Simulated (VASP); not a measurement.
A run of VASP 6.6.1:

Contents of INCAR:

```
SYSTEM = ZnS
PREC     = Accurate       ! precision mode
ENCUT    = 600            ! plane-wave cutoff, eV
EDIFF    = 1E-6           ! SCF threshold, eV
ISMEAR   = -1             ! smearing method
SIGMA    = 0.05           ! smearing width, eV
LREAL    = .FALSE.        ! projectors in reciprocal space
LASPH    = .TRUE.         ! aspherical terms in the spheres
NELM     = 60             ! most SCF steps
ALGO     = Normal         ! electronic algorithm
ISIF     = 3              ! what is computed and relaxed
LWAVE    = .FALSE.        ! write WAVECAR
LCHARG   = .FALSE.        ! write CHGCAR
METAGGA  = TPSS           ! meta-GGA
LMIXTAU  = .TRUE.       
IBRION   = 2              ! ionic algorithm
NSW      = 40             ! ionic steps
EDIFFG   = -0.005         ! ionic threshold
```

KPOINTS

```
Automatic mesh
0
G
  8 8 5
  0 0 0
```

The input POSCAR:

```
ZnS
1.0
    3.8110000000      0.0000000000      0.0000000000
   -1.9055000000      3.3004228138      0.0000000000
    0.0000000000      0.0000000000      6.2340000000
Zn S
2 2
Direct
    0.6666666667      0.3333333333      0.5000000000
    0.3333333333      0.6666666667      0.0000000000
    0.6666666667      0.3333333333      0.8850000000
    0.3333333333      0.6666666667      0.3850000000
```

Potentials or basis: VASP PAW PBE potentials, release 64 (Zn, S).

Command:

```bash
$ cat potpaw_PBE.64/Zn/POTCAR potpaw_PBE.64/S/POTCAR > POTCAR
$ mpirun -np 1 vasp_std > vasp.out
```

Hardware: 1 thread of AMD EPYC 9R45 (Zen 5), on a shared host.

Task: How long does it take, and how much memory?

Result: Run time: 22 min on 1 thread of AMD EPYC 9R45 (Zen 5), on a shared host, peak memory 0.21 GiB. Counts: scf iterations 123, k points 30, ion steps 13.
